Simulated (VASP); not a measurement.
Calculation: LDA (Ceperley-Alder, Perdew-Zunger), VASP's LDA PAW potentials (set 64) (plane waves; VASP).

A VASP calculation is set up with these files.

File POSCAR:
```
CaF2
1
   -0.0000000000     2.5442129830     2.5442129830
    2.5442129830     0.0000000000     2.5442129830
    2.5442129830     2.5442129830     0.0000000000
Ca F
1 2
Direct
  0.0000000000   0.0000000000   0.0000000000
  0.2500000000   0.2500000000   0.2500000000
  0.7500000000   0.7500000000   0.7500000000
```

File KPOINTS:
```
K-points
0
Gamma
  8 8 8
0 0 0
```

**INCAR**
```
SYSTEM=CaF2
PREC=Accurate; ENCUT=620; LREAL=.False.
LASPH=.True.
EDIFF=1E-6; NELM=100; ALGO=Normal
ISMEAR=0; SIGMA=0.05
IBRION=2; NSW=40; ISIF=3
EDIFFG=-0.02; PSTRESS=200
LWAVE=.False.; LCHARG=.False.
```

POTCAR, in this order: Ca_sv F (LDA.64 set). Program: vasp_std.

The run wrote:

### OSZICAR
```
       N       E                     dE             d eps       ncg     rms          rms(c)
DAV:   1     0.245006283055E+03    0.24501E+03   -0.15887E+04   928   0.180E+03
DAV:   2    -0.985221907019E+01   -0.25486E+03   -0.24969E+03  1168   0.426E+02
DAV:   3    -0.196944368877E+02   -0.98422E+01   -0.98337E+01  1096   0.964E+01
DAV:   4    -0.200501719776E+02   -0.35574E+00   -0.35567E+00  1496   0.137E+01
DAV:   5    -0.200530867113E+02   -0.29147E-02   -0.29147E-02  1104   0.140E+00    0.778E+00
DAV:   6    -0.187923142390E+02    0.12608E+01   -0.60595E+00   928   0.192E+01    0.296E+00
DAV:   7    -0.187442148297E+02    0.48099E-01   -0.18916E-01  1152   0.416E+00    0.160E+00
DAV:   8    -0.187217260411E+02    0.22489E-01   -0.31195E-02  1288   0.223E+00    0.181E-01
DAV:   9    -0.187218926933E+02   -0.16665E-03   -0.41876E-03  1264   0.618E-01    0.104E-01
DAV:  10    -0.187219899867E+02   -0.97293E-04   -0.32926E-04  1344   0.181E-01    0.409E-02
DAV:  11    -0.187219877463E+02    0.22404E-05   -0.75904E-05   992   0.991E-02    0.858E-03
DAV:  12    -0.187219876171E+02    0.12912E-06   -0.84713E-06  1528   0.287E-02
   1 F= -.14610398E+02 E0= -.14610398E+02  d E =-.146104E+02
```

**OUTCAR**
```
------------------------ aborting loop because EDIFF is reached ----------------------------------------
  FORCE on cell =-STRESS in cart. coord.  units (eV):
  Direction    XX          YY          ZZ          XY          YZ          ZX
  --------------------------------------------------------------------------------------
  Total        4.1057420      4.1057420      4.1057420      0.0000000      0.0000000      0.0000000
  in kB      199.7155371    199.7155371    199.7155371      0.0000000      0.0000000      0.0000000
  external PRESSURE =      -0.2844629 kB  Pullay stress =     200.0000000 kB
  volume of cell :       32.94
      direct lattice vectors                 reciprocal lattice vectors
     0.000000000  2.544212983  2.544212983    -0.196524428  0.196524428  0.196524428
     2.544212983  0.000000000  2.544212983     0.196524428 -0.196524428  0.196524428
     2.544212983  2.544212983  0.000000000     0.196524428  0.196524428 -0.196524428
 POSITION                                       TOTAL-FORCE (eV/Angst)
 -----------------------------------------------------------------------------------
      0.00000      0.00000      0.00000         0.000000      0.000000      0.000000
      1.27211      1.27211      1.27211        -0.000000     -0.000000     -0.000000
      3.81632      3.81632      3.81632         0.000000     -0.000000      0.000000
 -----------------------------------------------------------------------------------
    total drift:                                0.000000     -0.000000      0.000000
  FREE ENERGIE OF THE ION-ELECTRON SYSTEM (eV)
  ---------------------------------------------------
  free  energy   TOTEN  =       -18.7219876171 eV

  energy  without entropy=      -18.7219876171  energy(sigma->0) =      -18.72198762
  enthalpy is  TOTEN    =       -14.6103976055 eV   P V=        4.1115900116

 reached required accuracy - stopping structural energy minimisation
```
(Selected blocks of OUTCAR.)

File OUTCAR:
```
 val. band max:       -0.0419435706   @ k =   0.5000   0.5000   0.0000

 cond. band min:       8.2007952683   @ k =   0.0000   0.0000   0.0000


 Fermi energy:         0.1644496320

 k-point     1 :       0.0000    0.0000    0.0000
  band No.  band energies     occupation
      1     -34.5893      2.00000
      2     -20.1317      2.00000
      3     -18.9590      2.00000
      4     -15.7888      2.00000
      5     -15.7888      2.00000
      6     -15.7888      2.00000
      7      -2.9993      2.00000
      8      -2.9993      2.00000
      9      -2.9993      2.00000
     10      -0.3315      2.00000
     11      -0.3315      2.00000
     12      -0.3315      2.00000
     13       8.2008      0.00000
     14       9.7225      0.00000
     15       9.7225      0.00000
     16      12.9237      0.00000

 k-point     2 :       0.1250    0.0000    0.0000
  band No.  band energies     occupation
      1     -34.5722      2.00000
      2     -20.2139      2.00000
      3     -19.0317      2.00000
      4     -15.8054      2.00000
      5     -15.8054      2.00000
      6     -15.6768      2.00000
      7      -2.8960      2.00000
      8      -2.8960      2.00000
      9      -2.7778      2.00000
     10      -0.5662      2.00000
     11      -0.4288      2.00000
     12      -0.4288      2.00000
     13       8.6398      0.00000
     14       9.7866      0.00000
     15       9.7866      0.00000
     16      12.7093      0.00000

 k-point     3 :       0.2500    0.0000    0.0000
  band No.  band energies     occupation
      1     -34.5305      2.00000
      2     -20.3673      2.00000
      3     -19.2582      2.00000
      4     -15.8450      2.00000
      5     -15.8450      2.00000
      6     -15.3856      2.00000
      7      -2.6332      2.00000
      8      -2.6332      2.00000
      9      -2.2577      2.00000
     10      -1.0544      2.00000
     11      -0.6617      2.00000
     12      -0.6617      2.00000
     13       9.5410      0.00000
...
```

The compound is CaF2 in the fluorite structure. It was relaxed first under an external pressure of 20 GPa.
